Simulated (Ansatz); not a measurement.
# CuO: the cost of one run

Computed with Ansatz 0.2.0 (DFT PBE, scalar-relativistic, plane waves, PAW, unless a step's input says otherwise).

1 further run of the same task is left out (set aside as unsound or not needed).

## 1. The starting structure

Symmetry: Fm-3m, No. 225, cubic system. Conventional cell: a = 4.233 Å, b = 4.233 Å, c = 4.233 Å, α = 90.00°, β = 90.00°, γ = 90.00°. Cu (site symmetry m-3m) has 6 O at 2.12 Å as nearest neighbours. Around O (site symmetry m-3m) lie 6 Cu at 2.12 Å.

As a file:

```
CELL_PARAMETERS angstrom
0.00000 2.11656 2.11656
2.11656 0.00000 2.11656
2.11656 2.11656 0.00000
ATOMIC_POSITIONS crystal
Cu 0.00000 0.00000 0.00000
O 0.50000 0.50000 0.50000
```

The structure comes from the Materials Project (structure only).

## 2. A change within the space group

What differs from the listed cell: strain xx, yy, zz, yz, xz, xy = +3.9, +3.9, +3.9, +0.0, +0.0, +0.0 %.

input.yaml

```yaml
crystal:
  lattice:
    - [0.0, 2.1994656552, 2.1994656552]
    - [2.1994656552, 0.0, 2.1994656552]
    - [2.1994656552, 2.1994656552, 0.0]
  atoms:
    - { symbol: Cu, position: [0.0, 0.0, 0.0] }
    - { symbol: O, position: [0.5, 0.5, 0.5] }
basis:
  ecutwfc: 420
kpoints:
  mp_grid: { grid: [18, 18, 18] }
hamiltonian:
  xc: pbe
scf:
  occupations: { method: gaussian, width: 0.1 }
output:
  forces: true
  stress: true
  eigenvalues: true
```

On the command line:

```bash
$ ansatz run input.yaml --threads 1 --pin off --max-ram 2560MiB --backend cpu --events-out ev --progress --plain --runs-dir out
```

**Question.** How long does this run take on 1 thread of an x86-64 CPU, shared host, and how much memory does it need?

About 8.5 s, with a peak of 0.37 GiB.
